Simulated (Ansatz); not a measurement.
# 3-layer blue phosphorene (AA') in a perpendicular field, part 3 of 3

Wanted: the out-of-plane response of the 3-layer blue phosphorene (AA'). A positive field points along +c.

Ansatz 0.2.0; plane-wave DFT, PBE-D3(BJ), Ansatz PAW.

So far. Step 8 (Single point, field 0.2 V/Å): The dipole is 0.115 e·Å, and the gap 1.066 eV. Step 9 (Atoms held, field -0.2 V/Å): The dipole is -0.115 e·Å, and the gap 1.066 eV.

**10. Single point, field 0.3 V/Å**

File input.yaml:

```yaml
crystal:
  lattice:
    - [3.2488749968, 0.0, 0.0]
    - [-1.6244374984, 2.813608281, 0.0]
    - [0.0, 0.0, 29.560332899]
  atoms:
    - { symbol: P, position: [0.6666666667, 0.3333333333, 0.3044620651] }
    - { symbol: P, position: [0.3333333333, 0.6666666667, 0.3466342737] }
    - { symbol: P, position: [0.3333333333, 0.6666666667, 0.4789168238] }
    - { symbol: P, position: [0.6666666667, 0.3333333333, 0.5210831762] }
    - { symbol: P, position: [0.6666666667, 0.3333333333, 0.6533657263] }
    - { symbol: P, position: [0.3333333333, 0.6666666667, 0.6955379349] }
kpoints:
  mp_grid: { grid: [18, 18, 1] }
  band_path:
    path: [[0, 0, 0], [0.5, 0, 0], [0.33333333, 0.33333333, 0], [0, 0, 0]]
    npoints: 16
hamiltonian:
  xc: pbe
  dispersion: d3bj
scf:
  occupations: { method: fermi_dirac, width: 0.02585 }
  convergence: { dr2_threshold: 1.0e-10 }
efield:
  axis: 3
  dipole_correction: true
  ramp_position: 0.956
  ramp_width: 0.0881
  amplitude: 0.3
output:
  write_potential: true
  write_density: true
  volumetric_format: npy
```

On the command line:

```sh
$ ansatz run input.yaml --threads 2 --pin off --max-ram 4096MiB --backend cpu --events-out ev --progress --plain --runs-dir out
```

Numbers of over 12 decimals in the logs are rounded to 6 here.

Log:

```text
[...]
Crystal: 6 atoms, lattice volume = 270.213 Å³
Basis set: ecut = 420 eV, 5379 PW (Γ)
Bands: 21, of which v1, the nominal top of the filled ones, is band 15 counted from 1 (14 counted from 0)
Symmetry: 6 space group operations
k-points: 37 of 324 (time reversal used)
[...]
k-point 0: bands = [... 11 lower, -0.9460, -0.5839, -0.5275, -0.5275, 2.6853, 2.6853, 2.7143, 3.0807, ... 2 higher]
  k-point 1: bands = [... 11 lower, -1.0677, -0.9742, -0.6492, -0.5566, 2.5439, 2.8397, 2.9414, 3.1350, ... 2 higher]
  k-point 2: bands = [... 11 lower, -1.3741, -1.2739, -0.9556, -0.4863, 2.1690, 2.5684, 2.9888, 3.2221, ... 2 higher]
  k-point 36: bands = [... 11 lower, -2.7920, -2.5907, -2.2354, -2.1714, 0.7167, 1.1585, 1.6402, 3.9437, ... 2 higher]
[key lines of the parts left out:]
SCF converged after 19 iterations
Free energy (F): -4535.486520 eV
Fermi energy:    0.150307 eV
Dipole field:    D = 0.115432 V/Å  (p = 0.172373 e·Å, saw-weighted, corrected)
```

Run time: 43 s. Hardware: 2 threads of AMD EPYC (Zen 3), shared host; peak memory 0.56 GiB.

The dipole is 0.172 e·Å, and the gap 0.879 eV.

**11. Atoms held, field -0.3 V/Å**

input.yaml, as its differences from that of step 10:

```diff
@@ -28,3 +28,3 @@
   ramp_width: 0.0881
-  amplitude: 0.3
+  amplitude: -0.3
 output:
```

Log:

```text
[...]
Crystal: 6 atoms, lattice volume = 270.213 Å³
Basis set: ecut = 420 eV, 5379 PW (Γ)
Bands: 21, of which v1, the nominal top of the filled ones, is band 15 counted from 1 (14 counted from 0)
Symmetry: 6 space group operations
k-points: 37 of 324 (time reversal used)
[...]
k-point 0: bands = [... 11 lower, -0.9455, -0.5834, -0.5270, -0.5270, 2.6858, 2.6858, 2.7148, 3.0812, ... 2 higher]
  k-point 1: bands = [... 11 lower, -1.0672, -0.9737, -0.6487, -0.5561, 2.5444, 2.8403, 2.9419, 3.1356, ... 2 higher]
  k-point 2: bands = [... 11 lower, -1.3736, -1.2734, -0.9550, -0.4858, 2.1696, 2.5690, 2.9894, 3.2227, ... 2 higher]
  k-point 36: bands = [... 11 lower, -2.7914, -2.5902, -2.2349, -2.1709, 0.7173, 1.1591, 1.6407, 3.9442, ... 2 higher]
[key lines of the parts left out:]
SCF converged after 20 iterations
Free energy (F): -4535.486520 eV
Fermi energy:    0.150850 eV
Dipole field:    D = -0.115427 V/Å  (p = -0.172366 e·Å, saw-weighted, corrected)
```

The job ended after 43 s (2 threads; peak memory 0.56 GiB).

The dipole is -0.172 e·Å, and the gap 0.879 eV.

**12. Single point, field 0.4 V/Å**

input.yaml, as its differences from that of step 11:

```diff
@@ -26,5 +26,5 @@
   dipole_correction: true
-  ramp_position: 0.956
-  ramp_width: 0.0881
-  amplitude: -0.3
+  ramp_position: 0.9246
+  ramp_width: 0.1509
+  amplitude: 0.4
 output:
```

Log:

```text
[...]
Crystal: 6 atoms, lattice volume = 270.213 Å³
Basis set: ecut = 420 eV, 5379 PW (Γ)
Bands: 21, of which v1, the nominal top of the filled ones, is band 15 counted from 1 (14 counted from 0)
Symmetry: 6 space group operations
k-points: 37 of 324 (time reversal used)
[...]
k-point 0: bands = [... 11 lower, -0.9497, -0.5111, -0.3976, -0.3976, 2.5490, 2.5490, 2.5733, 3.0770, ... 2 higher]
  k-point 1: bands = [... 11 lower, -1.0714, -0.8441, -0.5193, -0.4834, 2.4070, 2.7034, 2.9357, 2.9803, ... 2 higher]
  k-point 2: bands = [... 11 lower, -1.3778, -1.2737, -0.8256, -0.4115, 2.0325, 2.5646, 3.0859, 3.1184, ... 2 higher]
  k-point 36: bands = [... 11 lower, -2.7716, -2.6200, -2.1002, -2.0665, 0.5927, 1.1532, 1.7592, 3.8510, ... 2 higher]
[key lines of the parts left out:]
SCF converged after 14 iterations
Free energy (F): -4535.506644 eV
Fermi energy:    0.131047 eV
Dipole field:    D = 0.154116 V/Å  (p = 0.230140 e·Å, saw-weighted, corrected)
```

Elapsed: 38 s, on 2 threads; peak memory 0.57 GiB.

The dipole is 0.230 e·Å, and the gap 0.667 eV.

**13. Single point, field -0.4 V/Å**

input.yaml, as its differences from that of step 12:

```diff
@@ -28,3 +28,3 @@
   ramp_width: 0.1509
-  amplitude: 0.4
+  amplitude: -0.4
 output:
```

Log:

```text
[...]
Crystal: 6 atoms, lattice volume = 270.213 Å³
Basis set: ecut = 420 eV, 5379 PW (Γ)
Bands: 21, of which v1, the nominal top of the filled ones, is band 15 counted from 1 (14 counted from 0)
Symmetry: 6 space group operations
k-points: 37 of 324 (time reversal used)
[...]
k-point 0: bands = [... 11 lower, -0.9489, -0.5103, -0.3969, -0.3969, 2.5497, 2.5497, 2.5740, 3.0778, ... 2 higher]
  k-point 1: bands = [... 11 lower, -1.0707, -0.8434, -0.5186, -0.4827, 2.4077, 2.7041, 2.9364, 2.9810, ... 2 higher]
  k-point 2: bands = [... 11 lower, -1.3771, -1.2730, -0.8249, -0.4107, 2.0332, 2.5654, 3.0866, 3.1191, ... 2 higher]
  k-point 36: bands = [... 11 lower, -2.7708, -2.6192, -2.0995, -2.0658, 0.5934, 1.1540, 1.7599, 3.8517, ... 2 higher]
[key lines of the parts left out:]
SCF converged after 14 iterations
Free energy (F): -4535.506644 eV
Fermi energy:    0.131774 eV
Dipole field:    D = -0.154122 V/Å  (p = -0.230149 e·Å, saw-weighted, corrected)
```

Wall time 38 s (2 threads); peak memory 0.56 GiB.

The dipole is -0.230 e·Å, and the gap 0.667 eV.

**14. Response, atoms held**

This step: plane-wave DFT, PBE-D3(BJ), Ansatz PAW; response to a field along the normal, atoms held (Ansatz 0.2.0).

The dipoles give the slope, and the difference of two potentials shows where the field is screened.

This step gave:

| Quantity | Value |
| --- | --- |
| equivalent conductor thickness p/(ε₀AE) | 11.36 Å |
| distance between the outer atoms | 11.56 Å |

Dipole of the cell against applied field:

```csv
applied field (V/Å),dipole of the cell (e·Å)
-0.400,-0.230
-0.300,-0.172
-0.200,-0.115
-0.100,-0.0574
-0.050,-0.0287
0.000,-1.2e-6
0.050,0.0287
0.100,0.0574
0.200,0.115
0.300,0.172
0.400,0.230
```

Local field over the applied field, running mean. From the potentials at -0.05 and 0.05 V/Å; running mean over 2.8 Å. Table of local field over applied field by z:

```csv
z (Å),local field over applied field
5,0.991
6,0.941
7,0.741
8,0.421
9,0.138
10,0.0916
11,0.290
12,0.444
13,0.377
14,0.154
15,0.0747
16,0.252
17,0.435
18,0.402
19,0.187
20,0.0727
21,0.244
22,0.566
23,0.854
24,0.974
25,0.996
```

Electrons, planar mean, per unit field. Table of induced electron density by z:

```csv
z (Å),induced electron density (e/Å³ per V/Å)
4.5,1.1e-5
5.0,3.2e-5
5.5,9.2e-5
6.0,2.5e-4
6.5,6.2e-4
7.0,0.00144
7.5,0.00278
8.0,0.00339
8.5,0.00144
9.0,8.9e-4
9.5,3.6e-4
10.0,-8.4e-4
10.5,-5.5e-4
11.0,-0.00257
11.5,-0.00279
12.0,-8.7e-4
12.5,0.00128
13.0,0.00299
13.5,0.00215
14.0,6.1e-4
14.5,7.2e-4
15.0,-6.0e-4
15.5,-6.1e-4
16.0,-0.00187
16.5,-0.00305
17.0,-0.00153
17.5,6.1e-4
18.0,0.00261
18.5,0.00280
19.0,7.0e-4
19.5,8.4e-4
20.0,-1.4e-4
20.5,-9.3e-4
21.0,-0.00117
21.5,-0.00327
22.0,-0.00294
22.5,-0.00157
23.0,-6.9e-4
23.5,-2.8e-4
24.0,-1.0e-4
24.5,-3.7e-5
25.0,-1.2e-5
```

The smaller of the gaps on the path and on the k-mesh, counted as 0 under 0.03 eV. Table of gap by applied field:

```
applied field (V/Å)  gap (eV)
             -0.400     0.667
             -0.300     0.878
             -0.200      1.07
             -0.100      1.21
             -0.050      1.25
              0.000      1.26
              0.050      1.25
              0.100      1.21
              0.200      1.07
              0.300     0.878
              0.400     0.667
```

By hand: between -0.05 and 0.05 V/Å the dipole changes by 0.05736 e·Å, a slope of 0.5736 e·Å²/V. A perfect conductor of thickness t has p = ε₀AEt, so t = 180.95 × 0.5736 / 9.141 = 11.36 Å (e/ε₀ = 180.95 V·Å, A in Å²).

The induced dipole is that of a conductor 11.36 Å thick.

**15. Outcome**

```json
{
 "gap without field": "1.26 eV",
 "ionisation energy, upper face": "5.71 eV",
 "electron affinity, upper face": "4.44 eV",
 "equivalent conductor thickness, atoms held": "11.4 Å"
}
```

What this shows: The induced dipole equals that of a perfect conductor 11.36 Å thick, while the outer atoms lie 11.56 Å apart; an out-of-plane ε follows only once a thickness t is chosen, by 1 − 1/ε = 11.36 Å / t. The gap goes from 1.26 eV to 0.67 eV at -0.4 V/Å. With the field reversed the gap is 0.67 eV at 0.4 V/Å. Semilocal functionals give gaps that are too small, and excitons are not included.

[Logs are printed without paths, hosts, clocks, repeated set-up lines and the standing remarks that a program may print on its own settings, such as how far it seeks lower states.]

[Hosts, paths, dates, database ids (printed as entryN), source tags and the programs' standing remarks are cut or masked in the printed files.]

[Maps of the electrostatic potential energy from Ansatz leave out the sawtooth potential of an applied field or a dipole correction, so their vacuum need not be flat; planar profiles and work functions include it.]
